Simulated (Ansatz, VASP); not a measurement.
**Be2H3 in VASP and in Ansatz**

```
Be H
1.0
     0.00000    3.04237    3.04237
     3.04237    0.00000    3.04237
     3.04237    3.04237    0.00000
Be H
4 6
Direct
  0.62500 0.62500 0.62500
  0.62500 0.62500 0.12500
  0.62500 0.12500 0.62500
  0.12500 0.62500 0.62500
  0.12500 0.12500 0.12500
  0.12500 0.12500 0.62500
  0.12500 0.62500 0.12500
  0.62500 0.12500 0.12500
  0.25000 0.25000 0.25000
  0.00000 0.00000 0.00000
```

Alike in both runs: task relaxation of cell and atoms; functional PBE; k mesh 10 × 10 × 10; occupations gaussian, width 0.1 eV; no spin polarisation.

|  | VASP | Ansatz |
| --- | --- | --- |
| version | VASP 6.6.1 | Ansatz 0.2.0 |
| potentials or method | VASP PAW PBE potentials, release 64 (Be, H) | scalar-relativistic, plane waves, PAW |
| plane-wave cutoff (eV) | 600 | 420 |
| valence electrons in the cell | 14 | 14 |

|  | VASP | Ansatz | Ansatz less VASP |
| --- | --- | --- | --- |
| gap on the k mesh at the Fermi level, each at its own relaxed structure (eV) | none | none | - |
| relaxed volume (Å³/atom) | 5.63 | 5.64 | +0.006 |
| relaxed cell length with the largest relative difference (Å) | 4.303 | 4.304 | +0.0015 |

A gap of «none» marks a metal or a gap that the smearing closes.

Caveats: the relaxation stopped at its first step, so nothing moved.
